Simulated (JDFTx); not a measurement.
Input of a JDFTx 1.7.0 (patched build) run:

Si.in

```
lattice \
    0.0000000000     5.1435532945     5.1435532945 \
    5.1435532945     0.0000000000     5.1435532945 \
    5.1435532945     5.1435532945     0.0000000000
coords-type Lattice
ion Si     0.5000000000     0.5000000000     0.5000000000 1
ion Si     0.7500000000     0.7500000000     0.7500000000 1

ion-species pseudo/Si.upf
elec-cutoff 18 144
elec-ex-corr gga-PBE
kpoint-folding 8 8 8
elec-smearing Fermi 0.0018374661
elec-n-bands 9
electronic-SCF nIterations 100 energyDiffThreshold 1e-09
electronic-minimize nIterations 30 energyDiffThreshold 1e-7
converge-empty-states yes
forces-output-coords Cartesian

dump-name run.$VAR
dump End Ecomponents EigStats BandEigs Kpoints Forces Stress ElecDensity Dtot KEdensity
```

Potentials or basis: PseudoDojo-SR-PBE-0.5-standard.

Command:

```sh
$ jdftx -c 1 -i Si.in -o Si.out
```

Question: Estimate the pressure.

Answer: 1.3 GPa.

Question: Estimate the band gap on the k mesh.

Answer: 0.62 eV, indirect (least direct gap 2.55 eV).

Caveat: the empty levels aren't tightly converged. A k mesh can miss the band edges.
